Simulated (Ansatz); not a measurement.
Two Ansatz runs on V

The cell is the one relaxed in the Materials Project (mp-146), not relaxed further here; entries there can be hypothetical. The listed cell was then made from it by scaling, straining or moving an atom.

First run: DFT, r2SCAN, all-electron PAW with datasets made for the crystal, scalar-relativistic (Ansatz 0.2.0).

Command: `ansatz run input.yaml --threads 1 --pin off --max-ram 2048MiB --backend cpu --events-out ev --progress --plain --runs-dir out` The run took about 8.4 s on 1 thread of a shared machine.

```yaml
crystal:
  lattice:
    - [-1.4610173538, 1.4610173538, 1.4610173538]
    - [1.4610173538, -1.4610173538, 1.4610173538]
    - [1.4610173538, 1.4610173538, -1.4610173538]
  atoms:
    - { symbol: V, position: [0.0, 0.0, 0.0] }
kpoints:
  mp_grid: { grid: [15, 15, 15] }
scf:
  occupations: { method: fermi_dirac, width: 0.03 }
hamiltonian:
  xc: r2scan
  pseudopotentials: { kind: all_electron, datasets: crystal }
output:
  forces: true
  stress: true
  eigenvalues: true
  efg: { contact_densities: true }
```

Result: converged; pressure 12.77 GPa; 8 SCF iterations.

Spin polarisation is left out, and whether a magnetic state lies lower isn't shown here.

The input is then changed:

```diff
@@ -11,5 +11,5 @@
   occupations: { method: fermi_dirac, width: 0.03 }
 hamiltonian:
-  xc: r2scan
+  xc: pbesol
   pseudopotentials: { kind: all_electron, datasets: crystal }
 output:
```

Q: What does the second run give?

A: It converged; pressure 7.73 GPa; 7 SCF iterations.

The results part of its log:

```
SCF 1 converged in 7 iterations: F = -25804.973451 eV  dr2 = 1.57e-9
  Residual-converged pass: ⟨swp⟩=3.7  Hψ=1515  notcnv=0  max |occ|·‖R‖ = 3.7e-6 eV (tolerance 3.7e-6 eV)  dr2=1.57e-9  dr2_onsite=3.43e-9  max |Δocc| = 2.3e-9
  greatest PAW one-centre occupation: 0.343 electrons in one spin orbital (limit 2), on the V atom at site 0 (counted from 0), in its partial waves of l = 2
SCF converged after 7 iterations
Free energy (F): -25804.973451 eV
Harris-Foulkes:  -25804.973451 eV  (|F-HF|=1.06e-9)
Internal energy: -25804.970141 eV  (E = F + TS)
E sigma→0 (E₀):  -25804.971796 eV
Entropy (-TS):   -0.003310 eV (-3.310 meV/atom)
Past the cutoff: the bands carry plane waves up to 1.75 times it, of which those up to 1.5 times it add -0.000182 eV an atom, each by itself; the spheres take 0.000059 eV an atom off the energy for waves past 1.75 times it
By the cutoff:   a pressure is off by up to 0.006 GPa (1.2 times the spheres' own share and the shells' term, over an atom's volume, and 0.004 GPa: a bound that held against runs at twice the plane waves)
Past the cutoffs: a stress includes 0.0020 GPa for waves and charges beyond them, in addition to the slope of what the spheres take
In the spheres:  the bands' charges fall short by 3.4e-7 e at most (sound up to 1e-3), those of shells solved beside the bands by 4.1e-8 e (sound up to 5e-4)
Fermi energy:    18.480292 eV
--- Per-component energies (eV) ---
  The terms above E_closure are by the made datasets' own strengths, without shells solved beside the bands.
--- Forces (eV/Å), atoms counted from 1 ---
  atom   1  V      0.00000000    -0.00000000     0.00000000
  max |Σ_I F_I| component: 4.27e-31 eV/Å
--- Stress (GPa, compression-positive) ---
        7.727055       0.000000       0.000000
       -0.000000       7.727055      -0.000000
        0.000000      -0.000000       7.727055
  P = ⅓ Tr σ = 7.7271 GPa (77.271 kbar)
  It holds what live shells' own plane waves past their cutoff add
--- PAW observables at the nuclei: V_zz in 10²¹ V/m², potentials from the cell's mean, atoms counted from 1 ---
  atom   1  V  V_zz =    -0.000000   η = 0.0000   by run symmetry: forbidden
            electrostatic potential = -2697.953207 V   contact ρ = 65898.905684 e/Å³
--- Band table (eV; the first three rows and the last of 120) ---
  k-point 0: bands = ["11.7298", "18.9122", "18.9122", "18.9122", "21.1257"]
  k-point 1: bands = ["11.9228", "18.8258", "18.8932", "19.0552", "21.0252"]
  k-point 2: bands = ["12.4753", "18.5887", "18.7990", "19.4718", "20.8243"]
  k-point 119: bands = ["15.1519", "15.1612", "22.4664", "22.4664", "22.5799"]
```
